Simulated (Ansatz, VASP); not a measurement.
# Two plane-wave programs on CuI (Marshite)

INCAR

```
PREC = Accurate
ENCUT = 520
EDIFF = 1E-7
ISMEAR = 0
SIGMA = 0.02
LREAL = False
LASPH = True
NELM = 100
ALGO = Normal
ISIF = 2
LWAVE = False
LCHARG = False
GGA = PS
NBANDS = 16
```

The input KPOINTS:

```
regular mesh
0
Gamma
  8 8 8
```

File POSCAR:

```
CuI
1.0
    0.0000000000      3.0315000000      3.0315000000
    3.0315000000      0.0000000000      3.0315000000
    3.0315000000      3.0315000000      0.0000000000
I Cu
1 1
Direct
    0.0000000000      0.0000000000      0.0000000000
    0.2500000000      0.2500000000      0.2500000000
```

Contents of input.yaml:

```yaml
crystal:
  lattice:
    - [0.0, 3.0315, 3.0315]
    - [3.0315, 0.0, 3.0315]
    - [3.0315, 3.0315, 0.0]
  atoms:
    - { symbol: I, position: [0.0, 0.0, 0.0] }
    - { symbol: Cu, position: [0.25, 0.25, 0.25] }
hamiltonian:
  xc: pbesol
  pseudopotentials: { kind: paw }
kpoints:
  mp_grid: { grid: [8, 8, 8] }
scf:
  occupations: { method: gaussian, width: 0.02 }
output:
  forces: true
  stress: true
  eigenvalues: true
  write_density: true
  write_potential: true
  elf: true
  volumetric_format: npy
```

Alike in both runs: task single point; functional PBEsol; k mesh 8 × 8 × 8; occupations gaussian, width 0.02 eV; no spin polarisation.

|  | VASP | Ansatz |
| --- | --- | --- |
| version | VASP 6.6.1 | Ansatz 0.2.0 |
| potentials or method | VASP PAW PBE potentials, release 64 (I, Cu) | Ansatz PAW |
| plane-wave cutoff (eV) | 520 | 420 |
| valence electrons in the cell | 18 | 36 |

|  | VASP | Ansatz | Ansatz less VASP |
| --- | --- | --- | --- |
| gap on the k mesh at the Fermi level (eV) | 1.03 | 1.01 | -0.021 |
| least direct gap on the mesh (eV) | 1.03 | 1.01 | -0.021 |
| pressure (GPa) | -2.5 | -2.6 | -0.09 |

The two sets of potentials don't hold the same shells in valence.

Caveats: spin-orbit coupling is left out, which moves the levels of the heavy elements; the PAW data sets were made with another functional, which shifts forces and pressure a little (VASP); the PAW data sets come from PBE, with cores solved anew for the run's functional, which leaves a small shift of forces and pressure (Ansatz).
